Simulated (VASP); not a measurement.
A run of VASP 6.6.1:

The input INCAR:

```
SYSTEM = Si
PREC = Accurate ; ENCUT = 520
EDIFF = 1E-6 ; ISMEAR = 0
SIGMA = 0.1 ; LREAL = .FALSE.
LASPH = .TRUE. ; NELM = 100
ALGO = Normal ; ISIF = 2
LWAVE = .FALSE. ; LCHARG = .FALSE.
LDIPOL = .TRUE. ; IDIPOL = 3
DIPOL = 0.5 0.5 0.500 ; GGA = PE
IVDW = 12 ; NBANDS = 11
```

KPOINTS

```
Automatic mesh
0
G
  15 15 1
  0 0 0
```

POSCAR

```
Si
1.0
    3.8472023568      0.0000000000      0.0000000000
   -1.9236011784      3.3317749745      0.0000000000
    0.0000000000      0.0000000000     28.0000000000
Si
2
Direct
    0.3333333333      0.6666666667      0.5084347959
    0.6666666667      0.3333333333      0.4915652041
```

Potentials or basis: VASP PAW PBE potentials, release 64 (Si).

Launch:

```sh
$ cat potpaw_PBE.64/Si/POTCAR > POTCAR
$ mpirun -np 1 vasp_std > vasp.out
```

Hardware: 1 thread of Intel(R) Xeon(R) 6975P-C (Granite Rapids), with other jobs on the host.

Problem. Estimate the wall time of this run.

Solution. Wall time 84 s on 1 thread of Intel(R) Xeon(R) 6975P-C (Granite Rapids) (shared host), peak memory 0.48 GiB. Counts: scf iterations 21, k points 27.
